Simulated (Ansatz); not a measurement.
The system is HfO2.

```
CELL_PARAMETERS angstrom
5.08032 0.00000 0.00000
0.00000 5.16487 0.00000
0.00000 0.00000 4.89088
ATOMIC_POSITIONS crystal
Hf 0.22259 0.78180 0.27207
Hf 0.72259 0.71820 0.72793
Hf 0.77741 0.21820 0.27207
Hf 0.27741 0.28180 0.72793
O 0.18682 0.16365 0.10453
O 0.68682 0.33635 0.89547
O 0.81318 0.83635 0.10453
O 0.31318 0.66365 0.89547
O 0.00000 0.50000 0.48905
O 0.50000 0.00000 0.51095
O 0.00000 0.00000 0.57562
O 0.50000 0.50000 0.42438
```

The cell comes from a database or a generator and needn't be the stable form of this composition.

- Program: Ansatz 0.2.0
- Task: relaxation of cell and atoms
- Functional: PBE
- Dispersion: D3(BJ)
- Potentials or basis: Ansatz PAW
- Cutoff: 420 eV (not typed: the program's choice for these potentials)
- k mesh: 5 × 5 × 6
- Occupations: fermi-dirac, width 0.05 eV
- Spin: no spin polarisation

At the start: volume 10.69 Å³/atom.

Task: How do energy, volume and symmetry change on relaxing?

Result: It ends after 8 steps and the volume is 10.94 Å³/atom (+2.3 %); space group P2_12_12 (No. 18, to 0.05 Å).

The path:
```
step  energy change (eV)  largest force (eV/Å)  volume (Å³)
   1              0.0000                0.1781       128.33
   2             -0.0344                0.0317       131.88
   3             -0.0404                0.0540       131.16
   4             -0.0411                0.0149       131.16
   5             -0.0412                0.0046       131.15
   6             -0.0578                0.0038       131.15
   7             -0.0572                0.0010       131.27
   8             -0.0577                0.0010       131.27
```

Final structure:
```
CELL_PARAMETERS angstrom
5.11939 0.00000 0.00000
0.00000 5.20254 0.00000
0.00000 0.00000 4.92886
ATOMIC_POSITIONS crystal
Hf 0.22279 0.78150 0.27154
Hf 0.72279 0.71850 0.72846
Hf 0.77721 0.21850 0.27154
Hf 0.27721 0.28150 0.72846
O 0.18663 0.16420 0.10499
O 0.68663 0.33580 0.89501
O 0.81337 0.83580 0.10499
O 0.31337 0.66420 0.89501
O 0.00000 0.50000 0.48938
O 0.50000 0.00000 0.51062
O 0.00000 0.00000 0.57642
O 0.50000 0.50000 0.42358
```

Caveat: the plane-wave basis is chosen anew once the cell has moved, so the energies of steps on either side of that aren't comparable; the pressure holds a Pulay correction of +0.8 GPa for the finite cutoff.
